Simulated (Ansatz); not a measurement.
# Sc under changes of volume

One of the cells (23.086 Å³/atom); the others are scaled copies at fixed shape and fractional positions:

```
Sc
1.0
     0.00000    2.26000    2.26000
     2.26000    0.00000    2.26000
     2.26000    2.26000    0.00000
Sc
1
Direct
  0.00000 0.00000 0.00000
```

This isn't the form of Sc at room conditions, which is hcp.

| Property | Result |
| --- | --- |
| Program | Ansatz 0.2.0 |
| Functional | PBE |
| Potentials or basis | Ansatz PAW |
| Cutoff | 420 eV (not typed: the program's choice for these potentials) |
| k mesh | 10 × 10 × 10 |
| Occupations | fermi-dirac, width 0.05 eV |
| Spin | no spin polarisation |

```csv
volume (Å³/atom),energy over the lowest point (meV/atom),pressure (GPa)
21.701,67.15,8.1
22.163,46.24,6.5
22.625,29.60,5.1
23.086,16.94,3.8
23.548,7.98,2.6
24.010,?,?
24.472,0.00,0.4
```

Problem. What does the run at 24.010 Å³/atom give?

Solution. Energy over the lowest point 2.43 meV/atom; pressure 1.5 GPa.

Worked out: A Birch-Murnaghan fit of order 3 (a polynomial in V^(-2/3)) to the other rows has its minimum at 24.61 Å³/atom, just outside them, with B0 = V·E''(V) = 53 GPa and B' = 3.0. It gives 2.40 meV/atom at 24.010 Å³/atom, against the run's 2.43, and -dE/dV = 1.4 GPa, against 1.5.

Energies are extrapolated to zero smearing.
